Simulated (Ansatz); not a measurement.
Density of states of SiNi (Pmmn, a = 2.986 Å, b = 3.251 Å, c = 4.668 Å, α = 90.00°, β = 90.00°, γ = 90.00°), in states per eV and primitive cell, averaged over bins of 0.5 eV. Level of theory: DFT r2SCAN, scalar-relativistic, plane waves, PAW in Ansatz.

Plane waves to 500 eV, a k mesh through Γ of 14×12×10 on the computed 4-atom cell and Gaussian smearing (0.10 eV); no spin polarisation.

The cell is relaxed at this level. The states (both spins) are summed by tetrahedra on a 21×18×15 mesh at the self-consistent density. Energies are bin centres; the table starts no lower than −8 eV and ends at 6 eV, or lower where the solved bands end.

It is a metal at this level.

| E − E_F (eV) | total | Ni 3d | Si 3p | Si 3s | Ni 4s |
| --- | --- | --- | --- | --- | --- |
| -7.80 | 0.53 | 0.10 | 0.21 | 0.15 | 0.06 |
| -7.30 | 0.67 | 0.11 | 0.39 | 0.06 | 0.09 |
| -6.80 | 1.45 | 0.34 | 0.83 | 0.13 | 0.13 |
| -6.30 | 1.81 | 0.58 | 0.87 | 0.18 | 0.15 |
| -5.80 | 1.59 | 0.69 | 0.63 | 0.14 | 0.10 |
| -5.30 | 1.81 | 0.84 | 0.72 | 0.10 | 0.11 |
| -4.80 | 1.68 | 0.95 | 0.52 | 0.08 | 0.08 |
| -4.30 | 4.73 | 3.42 | 0.95 | 0.10 | 0.14 |
| -3.80 | 6.45 | 5.17 | 0.97 | 0.09 | 0.05 |
| -3.30 | 6.56 | 5.46 | 0.85 | 0.06 | 0.06 |
| -2.80 | 5.21 | 4.71 | 0.31 | 0.03 | 0.05 |
| -2.30 | 7.14 | 6.68 | 0.26 | 0.04 | 0.06 |
| -1.80 | 4.87 | 4.06 | 0.50 | 0.15 | 0.07 |
| -1.30 | 2.04 | 1.33 | 0.49 | 0.10 | 0.04 |
| -0.80 | 0.75 | 0.37 | 0.27 | 0.05 | 0.02 |
| -0.30 | 0.70 | 0.34 | 0.24 | 0.06 | 0.01 |
| 0.20 | 1.25 | 0.61 | 0.41 | 0.14 | 0.03 |
| 0.70 | 1.44 | 0.60 | 0.53 | 0.18 | 0.05 |
| 1.20 | 1.22 | 0.41 | 0.49 | 0.16 | 0.07 |
| 1.70 | 1.54 | 0.43 | 0.60 | 0.23 | 0.15 |
| 2.20 | 1.76 | 0.41 | 0.75 | 0.22 | 0.19 |
| 2.70 | 1.56 | 0.30 | 0.72 | 0.18 | 0.18 |
| 3.20 | 1.52 | 0.23 | 0.68 | 0.20 | 0.19 |
| 3.70 | 1.41 | 0.18 | 0.65 | 0.18 | 0.17 |
| 4.20 | 1.41 | 0.15 | 0.63 | 0.15 | 0.19 |
| 4.70 | 1.40 | 0.13 | 0.62 | 0.13 | 0.19 |
| 5.20 | 1.54 | 0.12 | 0.66 | 0.13 | 0.21 |
| 5.70 | 1.43 | 0.09 | 0.55 | 0.11 | 0.18 |

The columns after the total are the Löwdin projections on the occupied valence shells of the potentials. The rest of the total lies in shells that are empty in the free atom, which aren't projected, and between the atoms.

A ferromagnetic start lost its moments in a first run, so spin was left out; other magnetic orders weren't tried.

This form isn't the usual stable structure of the compound.

Cost: 1 run of about 3.8 core-minutes, on Arm Neoverse V1 (shared hosts).